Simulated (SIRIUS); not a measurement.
Here is a SIRIUS 7.12.0 calculation.

The input sirius.json:

```json
{
  "control": {
    "processing_unit": "cpu",
    "std_evp_solver_name": "lapack",
    "gen_evp_solver_name": "lapack",
    "verbosity": 2,
    "print_forces": true,
    "ortho_rf": true,
    "use_second_variation": true,
    "rmt_max": 3.0,
    "num_bands_to_print": 24,
    "save_wf": true
  },
  "parameters": {
    "electronic_structure_method": "full_potential_lapwlo",
    "xc_functionals": ["XC_LDA_X", "XC_LDA_C_PW"],
    "core_relativity": "dirac",
    "valence_relativity": "iora",
    "num_fv_states": 67,
    "smearing": "fermi_dirac",
    "smearing_width": 0.0018374661,
    "pw_cutoff": 20,
    "gk_cutoff": 3.5,
    "lmax_apw": 11,
    "lmax_rho": 8,
    "lmax_pot": 8,
    "num_mag_dims": 0,
    "auto_rmt": 0,
    "ngridk": [6, 6, 3],
    "shiftk": [0, 0, 0],
    "num_dft_iter": 80,
    "energy_tol": 1e-07,
    "density_tol": 1e-05,
    "use_symmetry": true
  },
  "settings": {"tol_ne": 1e-10},
  "iterative_solver": {"type": "exact"},
  "mixer": {"type": "anderson", "beta": 0.5, "max_history": 8},
  "unit_cell": {
    "lattice_vectors": [[8.3429328938, 0.0, 0.0], [-0.0194850116, 8.34291014, 0.0], [-4.1617239409, -4.1714550701, 22.6782233867]],
    "atom_types": ["Pb", "Se"],
    "atom_files": {"Pb": "Pb.json", "Se": "Se.json"},
    "atoms": {
      "Pb": [[0.80684, 0.807304, 0.618443], [0.185454, 0.19981, 0.382376]],
      "Se": [[0.287332, 0.323146, 0.623194], [0.684266, 0.699895, 0.377965]]
    }
  }
}
```

Pb.json

```json
{
  "name": "lead",
  "symbol": "Pb",
  "number": 82,
  "mass": 207.2,
  "rmin": 1e-06,
  "rmt": 2.65,
  "nrmt": 800,
  "rinf": 17.22,
  "core": "1s2s2p3s3p3d4s4p4d",
  "valence": [
    {"basis": [{"enu": -0.21, "dme": 0, "n": 0, "auto": 0}, {"enu": -0.21, "dme": 1, "n": 0, "auto": 0}]},
    {"l": 0, "n": 1, "basis": [{"enu": -0.2173, "dme": 0, "n": 0, "auto": 0}]},
    {"l": 1, "n": 2, "basis": [{"enu": -0.11, "dme": 0, "n": 0, "auto": 0}]},
    {"l": 2, "n": 3, "basis": [{"enu": -0.11, "dme": 0, "n": 0, "auto": 0}]},
    {"l": 3, "n": 4, "basis": [{"enu": -0.11, "dme": 0, "n": 0, "auto": 0}]},
    {"l": 4, "n": 5, "basis": [{"enu": -0.11, "dme": 0, "n": 0, "auto": 0}]}
  ],
  "lo": [
    {
      "l": 0,
      "basis": [{"enu": -0.2173, "dme": 0, "n": 0, "auto": 0}, {"enu": -0.2173, "dme": 1, "n": 0, "auto": 0}]
    },
    {
      "l": 0,
      "basis": [{"enu": -5.2561, "dme": 0, "n": 5, "auto": 1}, {"enu": -5.2561, "dme": 1, "n": 5, "auto": 1}]
    },
    {
      "l": 0,
      "basis": [{"enu": -5.2561, "dme": 1, "n": 5, "auto": 1}, {"enu": -0.2173, "dme": 0, "n": 0, "auto": 0}]
    },
    {
      "l": 0,
      "basis": [{"enu": -0.2173, "dme": 0, "n": 0, "auto": 0}, {"enu": 2.061, "dme": 0, "n": 0, "auto": 0}]
    },
    {"l": 1, "basis": [{"enu": -0.11, "dme": 0, "n": 0, "auto": 0}, {"enu": -0.11, "dme": 1, "n": 0, "auto": 0}]},
    {
      "l": 1,
      "basis": [{"enu": -3.1246, "dme": 0, "n": 5, "auto": 1}, {"enu": -3.1246, "dme": 1, "n": 5, "auto": 1}]
    },
    {
      "l": 1,
      "basis": [{"enu": -3.1246, "dme": 1, "n": 5, "auto": 1}, {"enu": -0.11, "dme": 0, "n": 0, "auto": 0}]
    },
    {
      "l": 1,
      "basis": [{"enu": -0.11, "dme": 0, "n": 0, "auto": 0}, {"enu": 2.5101, "dme": 0, "n": 0, "auto": 0}]
    },
    {"l": 2, "basis": [{"enu": -0.11, "dme": 0, "n": 0, "auto": 0}, {"enu": -0.11, "dme": 1, "n": 0, "auto": 0}]},
    {
      "l": 2,
      "basis": [{"enu": -0.7587, "dme": 0, "n": 5, "auto": 1}, {"enu": -0.7587, "dme": 1, "n": 5, "auto": 1}]
    },
    {
      "l": 2,
      "basis": [{"enu": -0.7587, "dme": 1, "n": 5, "auto": 1}, {"enu": -0.11, "dme": 0, "n": 0, "auto": 0}]
    },
    {
      "l": 2,
      "basis": [{"enu": -0.11, "dme": 0, "n": 0, "auto": 0}, {"enu": 2.8519, "dme": 0, "n": 0, "auto": 0}]
    },
    {"l": 3, "basis": [{"enu": -0.11, "dme": 0, "n": 0, "auto": 0}, {"enu": -0.11, "dme": 1, "n": 0, "auto": 0}]},
    {
      "l": 3,
      "basis": [{"enu": -4.8874, "dme": 0, "n": 4, "auto": 1}, {"enu": -4.8874, "dme": 1, "n": 4, "auto": 1}]
    },
    {
      "l": 3,
      "basis": [{"enu": -4.8874, "dme": 1, "n": 4, "auto": 1}, {"enu": -0.11, "dme": 0, "n": 0, "auto": 0}]
    },
    {
      "l": 3,
      "basis": [{"enu": -0.11, "dme": 0, "n": 0, "auto": 0}, {"enu": 3.1937, "dme": 0, "n": 0, "auto": 0}]
    },
    {"l": 4, "basis": [{"enu": -0.11, "dme": 0, "n": 0, "auto": 0}, {"enu": -0.11, "dme": 1, "n": 0, "auto": 0}]},
    {
      "l": 4,
      "basis": [{"enu": -0.11, "dme": 0, "n": 0, "auto": 0}, {"enu": 2.6241, "dme": 0, "n": 0, "auto": 0}]
    }
  ],
  "free_atom": [... radial grid and density of the free atom, the start of the SCF ...]
}
```

Contents of Se.json:

```json
{
  "name": "selenium",
  "symbol": "Se",
  "number": 34,
  "mass": 78.96,
  "rmin": 1e-06,
  "rmt": 2.4,
  "nrmt": 800,
  "rinf": 13.6,
  "core": "1s2s2p3s",
  "valence": [
    {"basis": [{"enu": -0.21, "dme": 0, "n": 0, "auto": 0}, {"enu": -0.21, "dme": 1, "n": 0, "auto": 0}]},
    {"l": 0, "n": 1, "basis": [{"enu": -0.2583, "dme": 0, "n": 0, "auto": 0}]},
    {"l": 1, "n": 2, "basis": [{"enu": -0.11, "dme": 0, "n": 0, "auto": 0}]},
    {"l": 2, "n": 3, "basis": [{"enu": -0.11, "dme": 0, "n": 0, "auto": 0}]},
    {"l": 3, "n": 4, "basis": [{"enu": -0.11, "dme": 0, "n": 0, "auto": 0}]}
  ],
  "lo": [
    {
      "l": 0,
      "basis": [{"enu": -0.2583, "dme": 0, "n": 0, "auto": 0}, {"enu": -0.2583, "dme": 1, "n": 0, "auto": 0}]
    },
    {
      "l": 0,
      "basis": [{"enu": -0.2583, "dme": 1, "n": 0, "auto": 0}, {"enu": -0.2583, "dme": 2, "n": 0, "auto": 0}]
    },
    {
      "l": 0,
      "basis": [{"enu": -0.2583, "dme": 0, "n": 0, "auto": 0}, {"enu": 1.825, "dme": 0, "n": 0, "auto": 0}]
    },
    {"l": 1, "basis": [{"enu": -0.11, "dme": 0, "n": 0, "auto": 0}, {"enu": -0.11, "dme": 1, "n": 0, "auto": 0}]},
    {
      "l": 1,
      "basis": [{"enu": -5.4706, "dme": 0, "n": 3, "auto": 1}, {"enu": -5.4706, "dme": 1, "n": 3, "auto": 1}]
    },
    {
      "l": 1,
      "basis": [{"enu": -5.4706, "dme": 1, "n": 3, "auto": 1}, {"enu": -0.11, "dme": 0, "n": 0, "auto": 0}]
    },
    {
      "l": 1,
      "basis": [{"enu": -0.11, "dme": 0, "n": 0, "auto": 0}, {"enu": 3.0844, "dme": 0, "n": 0, "auto": 0}]
    },
    {"l": 2, "basis": [{"enu": -0.11, "dme": 0, "n": 0, "auto": 0}, {"enu": -0.11, "dme": 1, "n": 0, "auto": 0}]},
    {
      "l": 2,
      "basis": [{"enu": -1.8295, "dme": 0, "n": 3, "auto": 1}, {"enu": -1.8295, "dme": 1, "n": 3, "auto": 1}]
    },
    {
      "l": 2,
      "basis": [{"enu": -1.8295, "dme": 1, "n": 3, "auto": 1}, {"enu": -0.11, "dme": 0, "n": 0, "auto": 0}]
    },
    {
      "l": 2,
      "basis": [{"enu": -0.11, "dme": 0, "n": 0, "auto": 0}, {"enu": 3.5011, "dme": 0, "n": 0, "auto": 0}]
    },
    {"l": 3, "basis": [{"enu": -0.11, "dme": 0, "n": 0, "auto": 0}, {"enu": -0.11, "dme": 1, "n": 0, "auto": 0}]},
    {
      "l": 3,
      "basis": [{"enu": -0.11, "dme": 0, "n": 0, "auto": 0}, {"enu": 2.9108, "dme": 0, "n": 0, "auto": 0}]
    }
  ],
  "free_atom": [... radial grid and density of the free atom, the start of the SCF ...]
}
```

The input sirius_start.json:

```json
{
  "control": {
    "processing_unit": "cpu",
    "std_evp_solver_name": "lapack",
    "gen_evp_solver_name": "lapack",
    "verbosity": 1,
    "print_forces": false,
    "ortho_rf": true,
    "use_second_variation": true,
    "rmt_max": 3.0,
    "num_bands_to_print": 24,
    "save_wf": false
  },
  "parameters": {
    "electronic_structure_method": "full_potential_lapwlo",
    "xc_functionals": ["XC_LDA_X", "XC_LDA_C_PW"],
    "core_relativity": "dirac",
    "valence_relativity": "iora",
    "num_fv_states": 67,
    "smearing": "fermi_dirac",
    "smearing_width": 0.0055123983,
    "pw_cutoff": 20,
    "gk_cutoff": 2.8,
    "lmax_apw": 11,
    "lmax_rho": 8,
    "lmax_pot": 8,
    "num_mag_dims": 0,
    "auto_rmt": 0,
    "ngridk": [2, 2, 1],
    "shiftk": [0, 0, 0],
    "num_dft_iter": 30,
    "energy_tol": 0.01,
    "density_tol": 0.05,
    "use_symmetry": true
  },
  "settings": {"tol_ne": 1e-10},
  "iterative_solver": {"type": "exact"},
  "mixer": {"type": "anderson", "beta": 0.5, "max_history": 8},
  "unit_cell": {
    "lattice_vectors": [[8.3429328938, 0.0, 0.0], [-0.0194850116, 8.34291014, 0.0], [-4.1617239409, -4.1714550701, 22.6782233867]],
    "atom_types": ["Pb", "Se"],
    "atom_files": {"Pb": "Pb.json", "Se": "Se.json"},
    "atoms": {
      "Pb": [[0.80684, 0.807304, 0.618443], [0.185454, 0.19981, 0.382376]],
      "Se": [[0.287332, 0.323146, 0.623194], [0.684266, 0.699895, 0.377965]]
    }
  }
}
```

The input sirius_bands.json:

```json
{
  "control": {
    "processing_unit": "cpu",
    "std_evp_solver_name": "lapack",
    "gen_evp_solver_name": "lapack",
    "verbosity": 2,
    "print_forces": true,
    "ortho_rf": true,
    "use_second_variation": true,
    "rmt_max": 3.0,
    "num_bands_to_print": 24,
    "save_wf": true
  },
  "parameters": {
    "electronic_structure_method": "full_potential_lapwlo",
    "xc_functionals": ["XC_LDA_X", "XC_LDA_C_PW"],
    "core_relativity": "dirac",
    "valence_relativity": "iora",
    "num_fv_states": 67,
    "smearing": "fermi_dirac",
    "smearing_width": 0.0018374661,
    "pw_cutoff": 20,
    "gk_cutoff": 3.5,
    "lmax_apw": 11,
    "lmax_rho": 8,
    "lmax_pot": 8,
    "num_mag_dims": 0,
    "auto_rmt": 0,
    "ngridk": [6, 6, 3],
    "shiftk": [0, 0, 0],
    "num_dft_iter": 80,
    "energy_tol": 1e-07,
    "density_tol": 1e-05,
    "use_symmetry": true
  },
  "settings": {"tol_ne": 1e-10},
  "iterative_solver": {"type": "exact"},
  "mixer": {"type": "anderson", "beta": 0.5, "max_history": 8},
  "unit_cell": {
    "lattice_vectors": [[8.3429328938, 0.0, 0.0], [-0.0194850116, 8.34291014, 0.0], [-4.1617239409, -4.1714550701, 22.6782233867]],
    "atom_types": ["Pb", "Se"],
    "atom_files": {"Pb": "Pb.json", "Se": "Se.json"},
    "atoms": {
      "Pb": [[0.80684, 0.807304, 0.618443], [0.185454, 0.19981, 0.382376]],
      "Se": [[0.287332, 0.323146, 0.623194], [0.684266, 0.699895, 0.377965]]
    }
  },
  "kpoints_rel": {
    "G": [0.0, 0.0, 0.0],
    "C": [0.518042762, -0.481957238, -0.018042762],
    "C1": [0.481957238, 0.481957238, -0.981957238],
    "D": [0.5157862591, 0.4842137409, -0.5],
    "D1": [0.4842137409, -0.4842137409, -0.5],
    "L": [0.5, 0.0, -0.5],
    "H": [0.5, -0.5, -0.2672569819],
    "H1": [0.5, 0.5, -0.7327430181],
    "X": [0.5, 0.5, -0.5],
    "Y": [0.5, -0.5, 0.0],
    "Z": [0.0, 0.0, -0.5]
  },
  "kpoints_path": ["G", "Y", "C", "D", "X", "G", "Z", "D1", "H", "C"]
}
```

Potentials or basis: all-electron FP-LAPW, apw+lo standard.

Command:

```bash
$ OMP_NUM_THREADS=2 sirius.scf --input=sirius_start.json --output=start.json
$ OMP_NUM_THREADS=2 sirius.scf --input=sirius.json --output=output.json --task=1
$ OMP_NUM_THREADS=2 sirius.scf --input=sirius_bands.json --output=bands_out.json --task=2
```

**Question.** Predict the largest force.

**Answer.** 0.573 eV/Å.

**Question.** What does it give for the band gap on the k mesh?

**Answer.** 1.47 eV, direct.

**Question.** What does it give for the band gap along the path?

**Answer.** 1.40 eV, direct.

Forces in eV/Å, atoms in the order of the input:
```
Pb   0.019  0.002 -0.551
Pb  -0.001 -0.017  0.573
Se   0.051  0.012 -0.502
Se  -0.070  0.002  0.480
```

Caveat: spin-orbit coupling is left out, which as a rule narrows the gap of such compounds by several tenths of an eV.
